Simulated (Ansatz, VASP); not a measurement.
**One calculation of ZnO (zincite), two programs**

The input INCAR:

```
SYSTEM = ZnO
PREC     = Accurate       ! precision mode
ENCUT    = 520            ! plane-wave cutoff, eV
EDIFF    = 1E-7           ! SCF threshold, eV
ISMEAR   = 0              ! smearing method
SIGMA    = 0.02           ! smearing width, eV
LREAL    = .FALSE.        ! projectors in reciprocal space
LASPH    = .TRUE.         ! aspherical terms in the spheres
NELM     = 100            ! most SCF steps
ALGO     = Normal         ! electronic algorithm
ISIF     = 2              ! what is computed and relaxed
LWAVE    = .FALSE.        ! write WAVECAR
LCHARG   = .FALSE.        ! write CHGCAR
GGA      = PE             ! functional
NBANDS   = 26             ! bands
```

KPOINTS

```
regular mesh
0
G
  9 9 6
  0 0 0
```

The input POSCAR:

```
ZnO
1.0
    3.2794860218      0.0000000000      0.0000000000
   -1.6397430109      2.8401182063      0.0000000000
    0.0000000000      0.0000000000      5.2932739833
Zn O
2 2
Direct
    0.3333333333      0.6666666667      0.4999685891
    0.6666666667      0.3333333333     -0.0000314109
    0.6666666667      0.3333333333      0.3790414109
    0.3333333333      0.6666666667      0.8790414109
```

Input for Ansatz:

```yaml
crystal:
  lattice:
    - [3.2794860218, 0.0, 0.0]
    - [-1.6397430109, 2.8401182063, 0.0]
    - [0.0, 0.0, 5.2932739833]
  atoms:
    - { symbol: Zn, position: [0.3333333333, 0.6666666667, 0.4999685891] }
    - { symbol: Zn, position: [0.6666666667, 0.3333333333, -3.14109e-05] }
    - { symbol: O, position: [0.6666666667, 0.3333333333, 0.3790414109] }
    - { symbol: O, position: [0.3333333333, 0.6666666667, 0.8790414109] }
basis:
  ecutwfc: 420
kpoints:
  mp_grid: { grid: [9, 9, 6] }
  band_path: { path: [VBM, CBM], npoints: 2 }
hamiltonian:
  xc: pbe
scf:
  occupations: { method: gaussian, width: 0.02 }
output:
  forces: true
  stress: true
  eigenvalues: true
```

Alike in both runs: task single point; functional PBE; k mesh 9 × 9 × 6; occupations gaussian, width 0.02 eV; no spin polarisation.

|  | VASP | Ansatz |
| --- | --- | --- |
| version | VASP 6.6.1 | Ansatz 0.2.0 |
| potentials or method | VASP PAW PBE potentials, release 64 (Zn, O) | scalar-relativistic, plane waves, PAW |
| plane-wave cutoff (eV) | 520 | 420 |
| valence electrons in the cell | 36 | 36 |

VASP gave:

| Item | Value |
| --- | --- |
| gap on the k mesh at the Fermi level (eV) | 0.73 |
| least direct gap on the mesh (eV) | 0.73 |
| pressure (GPa) | 0.9 |

Problem. Estimate Ansatz's values.

Solution. gap on the k mesh at the Fermi level (eV): 0.74; least direct gap on the mesh (eV): 0.74; pressure (GPa): 0.0.

The functional is the same, so the differences come from potentials, cutoffs and numerics.
